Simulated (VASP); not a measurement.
# Te (C2/m) in VASP: notebook, part 2 of 3

VASP 6.6.1. The steps go on from the part before.

**4. Single point, PBE**

The input, INCAR:

```
ADDGRID = F
ALGO = Normal
EDIFF = 1E-6
ENCUT = 280
GGA = PE
ISIF = 2
ISMEAR = 0
LASPH = T
LCHARG = F
LREAL = F
LWAVE = F
NBANDS = 16
NELM = 100
PREC = Accurate
SIGMA = 0.05
```

The input, KPOINTS:

```
k-points
0
Gamma
  7 7 5
```

The input, POSCAR:

```
Te
1.0
    3.8202894285     -2.1482026000      0.0000000000
    3.8202894285      2.1482026000      0.0000000000
   -0.0942908673      0.0000000000      5.9760906531
Te
3
Direct
    0.0000000000      0.0000000000      0.0000000000
    0.3094466100      0.3094466100      0.3388094900
    0.6905533900      0.6905533900      0.6611905100
```

On the command line:

```bash
$ cat potpaw_PBE.64/Te/POTCAR > POTCAR
$ mpirun -np 1 vasp_std > vasp.out
```

Wall time 31 s (1 thread of AMD EPYC 7R13 (Zen 3), shared host); peak memory 0.13 GiB.

These settings aren't checked as converged: the numbers below hold their error.

Results:

| Property | Result |
| --- | --- |
| Free energy | -9.2964 eV |
| Pressure | 0.6 GPa |
| Largest force | 0.096 eV/Å |
| Band gap on the k mesh | 0.03 eV, indirect (least direct gap 0.19 eV) |

Caveat: spin-orbit coupling is left out, which moves the levels of the heavy elements; an odd mesh through Γ misses points on the zone boundary, where band edges often lie.

**5. Single point, PBE**

INCAR is that of step 4.

KPOINTS is that of step 4.

The input, POSCAR:

```
Te
1.0
    3.8202894285     -2.1482026000      0.0000000000
    3.8202894285      2.1482026000      0.0000000000
   -0.0942908673      0.0000000000      5.9760906531
Te
3
Direct
    0.0053760000      0.0030970000      0.0153300000
    0.3128830000      0.3144850000      0.3485460000
    0.7243610000      0.6723340000      0.6509690000
```

Potentials or basis: VASP PAW PBE potentials, release 64 (Te).

On the command line:

```bash
$ cat potpaw_PBE.64/Te/POTCAR > POTCAR
$ mpirun -np 1 vasp_std > vasp.out
```

OUTCAR:

```text
EDIFF = 1E-6
   ENCUT = 280
   GGA = PE
   ISIF = 2
   ISMEAR = 0
   LASPH = T
   LREAL = F
   NELM = 100
   PREC = Accurate

 Found    123 irreducible k-points:

 Following reciprocal coordinates:
            Coordinates               Weight
  0.000000  0.000000  0.000000      1.000000
  0.142857  0.000000  0.000000      2.000000
 -0.000000 -0.142857  0.000000      2.000000
  0.285714  0.000000  0.000000      2.000000
  0.000000 -0.285714 -0.000000      2.000000
  0.428571  0.000000  0.000000      2.000000
   k-points           NKPTS =    123   k-points in BZ     NKDIM =    123   number of bands    NBANDS=     16
   number of dos      NEDOS =    301   number of ions     NIONS =      3
   total plane-waves  NPLWV =  20736
   dimension x,y,z NGX =    24 NGY =   24 NGZ =   36
   dimension x,y,z NGXF=    48 NGYF=   48 NGZF=   72
   ions per type =               3
   NGX,Y,Z   is equivalent  to a cutoff of   9.10,  9.10, 10.01 a.u.
   NGXF,Y,Z  is equivalent  to a cutoff of  18.21, 18.21, 20.03 a.u.
 SYSTEM =  unknown system
   PREC   = accura    normal or accurate (medium, high low for compatibility)
   ISTART =      0    job   : 0-new  1-cont  2-samecut
   ICHARG =      2    charge: 1-file 2-atom 10-const
   ISPIN  =      1    spin polarized calculation?
   LNONCOLLINEAR =      F non collinear calculations
   LSORBIT =      F    spin-orbit coupling
   LASPH  =      T    aspherical Exc in radial PAW
   ENCUT  =  280.0 eV  20.58 Ry    4.54 a.u.   5.98  5.98  8.15*2*pi/ulx,y,z
   NELM   =    100;   NELMIN=  2; NELMDL= -5     # of ELM steps
   EDIFF  = 0.1E-05   stopping-criterion for ELM
   LREAL  =      F    real-space projection
   EDIFFG = 0.1E-04   stopping-criterion for IOM
   NSW    =      0    number of steps for IOM
   IBRION =     -1    ionic relax: 0-MD 1-quasi-New 2-CG
   NFREE  =      0    steps in history (QN), initial steepest desc. (CG)
   ISIF   =      2    stress and relaxation
   ISYM   =      2    0-nonsym 1-usesym 2-fastsym
   POTIM  = 0.5000    time-step for ionic-motion
   TEBEG  =    0.0;   TEEND  =   0.0 temperature during run
   PSTRESS=    0.0 pullay stress
   NELECT =      18.0000    total number of electrons
   NUPDOWN=      -1.0000    fix difference up-down
   EMIN   =  10.00;   EMAX   =-10.00  energy-range for DOS
   EFERMI =   0.00;   METHOD = LEGACY
   ISMEAR =     0;   SIGMA  =   0.05  broadening in eV -4-tet -1-fermi 0-gaus
   EFERMI_NEDOS =   21; number of points for ismear=-14 and -15
   IALGO  =     38    algorithm
   IMIX   =      4    mixing-type and parameters
     AMIX     =   0.40;   BMIX     =  1.00
     AMIX_MAG =   1.60;   BMIX_MAG =  1.00
  volume/ion in A,a.u.               =      32.70       220.64
  Fermi-wavevector in a.u.,A,eV,Ry     =   0.930307  1.758025 11.775440  0.865470
  Thomas-Fermi vector in A             =   2.056681
   LORBIT       =      0    0 simple, 1 ext, 2 COOP (PROOUT), +10 PAW based schemes
   GGA     = PE    functional components
   LHFCALC =     F    Hartree Fock is set to
   AEXX    =    0.0000 exact exchange contribution
   IVDW    =     0    specifies the selected vdW correction
   LEPSILON=     F    determine dielectric tensor
   LRPA    =     F    only Hartree local field effects (RPA)
 non-spin polarized calculation
 Gauss-broadening in eV      SIGMA  =   0.05
  energy-cutoff  :      280.00
  volume of cell :       98.09
 maximum number of plane-waves:      1061
   NGX = 11   NGY = 11   NGZ = 17

 number of electron      17.9999995 magnetization

 Free energy of the ion-electron system (eV)
  ---------------------------------------------------
  ext. energy  EPLUGINS =         0.00000000
  ---------------------------------------------------
  free energy    TOTEN  =        -9.25598834 eV

  energy without entropy =       -9.25484024  energy(sigma->0) =       -9.25541429

 E-fermi :   6.4351     XC(G=0):  -9.2725

 val. band max:        6.4289610814   @ k =  -0.4286   0.2857  -0.4000
 cond. band min:       6.4708337718   @ k =  -0.1429  -0.1429   0.2000
 fundamental gap:      0.0418726904
 Fermi energy:         6.4351456858

 k-point     1 :       0.0000    0.0000    0.0000
  band No.  band energies     occupation
      1      -7.3593      2.00000
      2      -4.1634      2.00000
      3      -3.6959      2.00000
      4       3.3465      2.00000
      5       3.7045      2.00000
      6       4.2958      2.00000
[... 8 lines left out ...]
     15      12.4938      0.00000
     16      12.6710      0.00000

 k-point     2 :       0.1429    0.0000    0.0000
  band No.  band energies     occupation
      1      -7.1874      2.00000
      2      -4.1094      2.00000
      3      -3.7593      2.00000
      4       2.2102      2.00000
      5       3.1909      2.00000
      6       3.5149      2.00000
[... 8 lines left out ...]
     15      12.2852      0.00000
     16      13.0994      0.00000

 k-point     3 :      -0.0000   -0.1429    0.0000
  band No.  band energies     occupation
      1      -7.1887      2.00000
      2      -4.1366      2.00000
      3      -3.7269      2.00000
      4       2.3216      2.00000
      5       3.0890      2.00000
      6       3.4519      2.00000
[... 8 lines left out ...]
     15      12.3768      0.00000
     16      12.9040      0.00000

 k-point     4 :       0.2857    0.0000    0.0000
  band No.  band energies     occupation
      1      -6.6887      2.00000
      2      -4.1995      2.00000
      3      -3.8742      2.00000
      4       1.3748      2.00000
      5       2.3953      2.00000
      6       2.7859      2.00000
[... 8 lines left out ...]
     15      12.8826      0.00000
     16      14.2828      0.00000

 k-point     5 :       0.0000   -0.2857   -0.0000
  band No.  band energies     occupation
      1      -6.6945      2.00000
      2      -4.3030      2.00000
      3      -3.7449      2.00000
      4       1.4895      2.00000
      5       2.2401      2.00000
      6       2.8212      2.00000
[... 8 lines left out ...]
     15      12.9422      0.00000
     16      13.9735      0.00000

 k-point     6 :       0.4286    0.0000    0.0000
  band No.  band energies     occupation
      1      -5.9473      2.00000
      2      -4.9012      2.00000
      3      -3.7660      2.00000
      4       1.4468      2.00000
      5       1.8604      2.00000
      6       2.4170      2.00000
[... 8 lines left out ...]
     15      14.4416      0.00000
     16      15.3798      0.00000

 [... further k-points ...]

------------------------ aborting loop because EDIFF is reached ----------------------------------------

  FORCE on cell =-STRESS in cart. coord.  units (eV):
  Direction    XX          YY          ZZ          XY          YZ          ZX
  --------------------------------------------------------------------------------------
  -------------------------------------------------------------------------------------
  Total        0.3386388      1.1460839      0.7759193     -0.2761924      0.4434145     -0.5425278
  in kB        5.5313172     18.7201062     12.6738470     -4.5113191      7.2427214     -8.8616359
  external PRESSURE =      12.3084235 kB  Pullay stress =       0.0000000 kB

 VOLUME and BASIS-vectors are now :
 -----------------------------------------------------------------------------
  energy-cutoff  :      280.00
  volume of cell :       98.09
      direct lattice vectors                 reciprocal lattice vectors
     3.820289429 -2.148202600  0.000000000     0.130880136 -0.232752721  0.002065029
     3.820289429  2.148202600  0.000000000     0.130880136  0.232752721  0.002065029
    -0.094290867  0.000000000  5.976090653     0.000000000  0.000000000  0.167333472

 POSITION                                       TOTAL-FORCE (eV/Angst)
 -----------------------------------------------------------------------------------
      0.03092     -0.00490      0.09161         0.066857     -0.111686     -0.088766
      2.36386      0.00344      2.08294         0.186311      0.023453     -0.479462
      5.27440     -0.11176      3.89025        -0.253168      0.088233      0.568227
 -----------------------------------------------------------------------------------
    total drift:                                0.000090      0.000127      0.000075

  FREE ENERGIE OF THE ION-ELECTRON SYSTEM (eV)
  ---------------------------------------------------
  free  energy   TOTEN  =        -9.2559883382 eV

  energy  without entropy=       -9.2548402358  energy(sigma->0) =       -9.25541429
```

OSZICAR:

```text
N       E                     dE             d eps       ncg     rms          rms(c)
DAV:   1     0.464918739361E+02    0.46492E+02   -0.43679E+03  3936   0.529E+02
DAV:   2    -0.675827177935E+01   -0.53250E+02   -0.50803E+02  5336   0.109E+02
DAV:   3    -0.925658278708E+01   -0.24983E+01   -0.24911E+01  4792   0.260E+01
DAV:   4    -0.929559419084E+01   -0.39011E-01   -0.39010E-01  6272   0.389E+00
DAV:   5    -0.929594996744E+01   -0.35578E-03   -0.35577E-03  4984   0.275E-01    0.129E+01
DAV:   6    -0.925355186886E+01    0.42398E-01   -0.11373E-01  4720   0.185E+00    0.802E+00
DAV:   7    -0.925616685815E+01   -0.26150E-02   -0.43773E-02  5080   0.120E+00    0.109E+00
DAV:   8    -0.925613208695E+01    0.34771E-04   -0.40284E-03  5304   0.380E-01    0.272E-01
DAV:   9    -0.925597608347E+01    0.15600E-03   -0.59217E-04  5096   0.140E-01    0.125E-01
DAV:  10    -0.925598915939E+01   -0.13076E-04   -0.17105E-04  5224   0.674E-02    0.292E-02
DAV:  11    -0.925598786739E+01    0.12920E-05   -0.25281E-05  4904   0.276E-02    0.109E-02
DAV:  12    -0.925598833817E+01   -0.47078E-06   -0.19634E-06  5192   0.811E-03
   1 F= -.92559883E+01 E0= -.92554143E+01  d E =-.114810E-02
```

stdout:

```text
POSCAR found type information on POSCAR Te
 POSCAR found :  1 types and       3 ions
 scaLAPACK will be used
 LDA part: xc-table for (Slater+PW92), standard interpolation
 POSCAR, INCAR and KPOINTS ok, starting setup
 FFT: planning ... GRIDC
 FFT: planning ... GRID_SOFT
 FFT: planning ... GRID
 WAVECAR not read
 entering main loop
```

It took 49 s on 1 thread of AMD EPYC 7R13 (Zen 3), shared host; peak memory 0.16 GiB.

These settings aren't checked as converged: the numbers below hold their error.

Results:

```yaml
Free_energy: -9.2560 eV
Pressure: 1.2 GPa
Largest_force: 0.628 eV/Å
Band_gap_on_the_k_mesh: none (metal or under the smearing width)
```

(Continued in part 3 of 3.)
